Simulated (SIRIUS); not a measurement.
Cu: changing the dispersion correction

```cif
data_structure
_symmetry_space_group_name_H-M 'Fm-3m'
_symmetry_Int_Tables_number 225
_cell_length_a 3.6150
_cell_length_b 3.6150
_cell_length_c 3.6150
_cell_angle_alpha 90.000
_cell_angle_beta 90.000
_cell_angle_gamma 90.000
_cell_volume 47.24
loop_
_atom_site_label
_atom_site_type_symbol
_atom_site_symmetry_multiplicity
_atom_site_Wyckoff_symbol
_atom_site_fract_x
_atom_site_fract_y
_atom_site_fract_z
_atom_site_occupancy
Cu1 Cu 4 a 0.00000 0.00000 0.00000 1
```

Kept alike: task equation of state; functional PBE; k mesh 13 × 13 × 13; occupations fermi-dirac, width 0.05 eV; no spin polarisation. Program: SIRIUS, all-electron FP-LAPW, apw+lo standard, cutoff 194 eV. The mesh is that of the run's cell of 1 atom. No spin-orbit coupling.

```csv
dispersion correction,volume (Å³/atom),bulk modulus (GPa)
D3(zero),11.293,169.8
D3(BJ),11.292,172.7
D4,11.381,169.3
none,11.923,141.7
```

For a metal such a mesh leaves the last digits unconverged. Volume and modulus come from cells scaled at fixed shape and fractions.

Problem. What does the dispersion correction change here?

Solution. The volume runs from 11.292 (D3(BJ)) to 11.923 Å³/atom (none). Against no correction: D3(zero) -5.3 %; D3(BJ) -5.3 %; D4 -4.5 %. Dispersion terms mostly attract and so lower the volume; the schemes' coefficients and damping set how far. Measured: 11.81 Å³/atom at 298 K (pmc:10490242, doi:10.3390/nano13172448); nearest none, 0.11 Å³/atom off. The runs are for a static lattice. The bulk modulus runs from 141.7 (none) to 172.7 GPa (D3(BJ)). Measured: 139 GPa (pmc:10161880, doi:10.1107/S160057752300108X); nearest none, 2.7 GPa off. The runs are for a static lattice.

All three corrections contract and stiffen copper, and the choice between them matters far less than whether one is used at all. Cohesion here comes mainly from delocalised s electrons hybridised with the d shell, which PBE already describes at the semilocal level. An added pairwise attraction pulls the atoms further up the repulsive wall, where the lattice resists compression more strongly. The excess stiffness probably reflects atom-based coefficients that take too little account of screening by the conduction electrons. Volume alone does not fix the modulus: D4 leaves a larger cell than D3(zero) yet is almost as stiff, which suggests that the curvature of the dispersion term also contributes.

The modulus makes the stronger case against the corrections. Zero-point and thermal expansion would move the uncorrected volume away from the measured one and the corrected volumes towards it, so the uncorrected run's lead in volume is less secure. Lattice vibrations normally soften the metal too, but hardly enough to remove the corrected runs' large excess in modulus.
